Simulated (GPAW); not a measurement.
Runs of GPAW 26.7.0 on KTaO3. Symmetry: Pm-3m, No. 221, cubic system. The conventional cell has a = 3.988 Å, b = 3.988 Å, c = 3.988 Å, α = 90.00°, β = 90.00°, γ = 90.00°. Around Ta (site symmetry m-3m) lie 6 O at 1.99 Å. K (site symmetry m-3m) has 12 O at 2.82 Å as nearest neighbours. Around O (site symmetry 4/mmm) lie 2 Ta at 1.99 Å. 

| task | level | potentials or basis | cell | k mesh | optimizer | fmax | max steps | convergence | band path | gap on the mesh (eV) | pressure (GPa) | relaxed volume (Å³/atom) |
| --- | --- | --- | --- | --- | --- | --- | --- | --- | --- | --- | --- | --- |
| relaxation of cell and atoms | PBEsol+D3 | PAW data sets generated in the run's folder for this functional, pw | relaxed | 7 × 7 × 7 | BFGS | 0.02 eV/Å | 60 | density=1e-05 forces=0.0001 | - | 2.16 | 0.0 | (b) |
| relaxation of cell and atoms | PBEsol+D3(BJ) | PAW data sets generated in the run's folder for this functional, pw | relaxed | 7 × 7 × 7 | BFGS | 0.02 eV/Å | 60 | density=1e-05 forces=0.0001 | - | 2.18 | 0.0 | 12.50 |
| relaxation of cell and atoms | PBEsol+D3(BJ)+ATM | PAW data sets generated in the run's folder for this functional, pw | relaxed | 7 × 7 × 7 | BFGS | 0.02 eV/Å | 60 | density=1e-05 forces=0.0001 | - | (a) | 0.0 | 12.52 |
| band structure | PBE | PAW data sets generated in the run's folder for this functional, pw | as given | 6 × 6 × 6 | - | - | - | - | GXMGRX,MR | 2.18 | 6.1 | - |
| relaxation of cell and atoms | PBEsol+D4 | PAW data sets generated in the run's folder for this functional, pw | relaxed | 7 × 7 × 7 | BFGS | 0.02 eV/Å | 60 | density=1e-05 forces=0.0001 | - | 2.16 | 0.0 | 12.61 |
| relaxation of cell and atoms | PBEsol | PAW data sets generated in the run's folder for this functional, pw | relaxed | 7 × 7 × 7 | BFGS | 0.02 eV/Å | 60 | density=1e-05 forces=0.0001 | - | 2.15 | -0.1 | - |

Alike in all rows: no spin polarisation; cutoff (eV) 800; smearing fermi-dirac 0.05 eV.

Problem. Fill in the values left out.

Solution. (a) 2.17; (b) 12.59.

Caveats: spin-orbit coupling is left out, which moves the levels of the heavy elements; later steps reuse the first step's grids (some runs); an odd mesh through Γ misses points on the zone boundary, where band edges often lie (some runs); the relaxation stopped at its first step, so nothing moved (some runs).

A k mesh can miss the band edges, and the runs leave out spin-orbit coupling on Ta.
